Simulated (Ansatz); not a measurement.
Si₃N₄ with one atom moved — ¹⁴N nuclear quadrupole resonance

Cell: a COD entry, relaxed with PBE at fixed cell and then changed (atom 8 (N) moved by 0.05 Å).

```
Si N
1.0
     7.59500    0.00000    0.00000
    -3.79750    6.57746    0.00000
     0.00000    0.00000    2.90230
Si N
6 8
Direct
  0.76732 0.17356 0.32564
  0.59376 0.76732 0.82564
  0.82644 0.59376 0.32564
  0.23268 0.82644 0.82564
  0.40624 0.23268 0.32564
  0.17356 0.40624 0.82564
  0.02936 0.32975 0.32565
  0.69301 0.02282 0.82452
  0.67025 0.69961 0.32565
  0.97064 0.67025 0.82565
  0.30039 0.97064 0.32565
  0.32975 0.30039 0.82565
  0.33333 0.66667 0.82553
  0.66667 0.33333 0.32553
```

Sites (sets of like atoms) are named by element and the number of their first atom in this list.

Level of theory: DFT, PBE, plane waves and PAW (field gradients read without the response of the frozen cores, which leaves them typically 4 to 6 % off), scalar-relativistic, 420 eV cutoff, Γ-centred 4×4×10 k-points, Fermi–Dirac smearing 0.02 eV (Ansatz 0.2.0).

¹⁴N: I = 1, Q = 20.44 mb (year-2017 value). Static lattice, zero field.

Q: At which frequencies do the ¹⁴N NQR lines lie?

A: For I = 1 the lines are ν± = (3/4)|C_Q|(1 ± η/3) and ν₀ = |C_Q|η/2.

| site | atoms | V_zz (10²¹ V/m²) | C_Q (MHz) | η | line frequencies (MHz) |
| --- | --- | --- | --- | --- | --- |
| N7 | 7 | -5.18 | -2.56 | 0.05 | 0.0588, 1.89, 1.95 |
| N8 | 8 | -5.10 | -2.52 | 0.11 | 0.144, 1.82, 1.96 |
| N9 | 9 | -5.04 | -2.49 | 0.07 | 0.0820, 1.83, 1.91 |
| N10 | 10 | -5.09 | -2.52 | 0.07 | 0.0905, 1.84, 1.93 |
| N11 | 11 | -5.15 | -2.54 | 0.06 | 0.0778, 1.87, 1.95 |
| N12 | 12 | -5.12 | -2.53 | 0.07 | 0.0837, 1.86, 1.94 |
| N13 | 13 | -4.97 | -2.45 | 0.04 | 0.0438, 1.82, 1.86 |
| N14 | 14 | -5.00 | -2.47 | 0.03 | 0.0379, 1.83, 1.87 |

At N7, N8, N9, N10, N11 and N12 and others V_zz stands upright on the plane through its three neighbours (within 4°) in each case.

At this cell the PBE pressure is 6 GPa, so with PBE the cell would grow if it were relaxed. With the atom moved the PBE pressure is 6 GPa. The atoms aren't relaxed after the move (largest force 1.8 eV/Å).
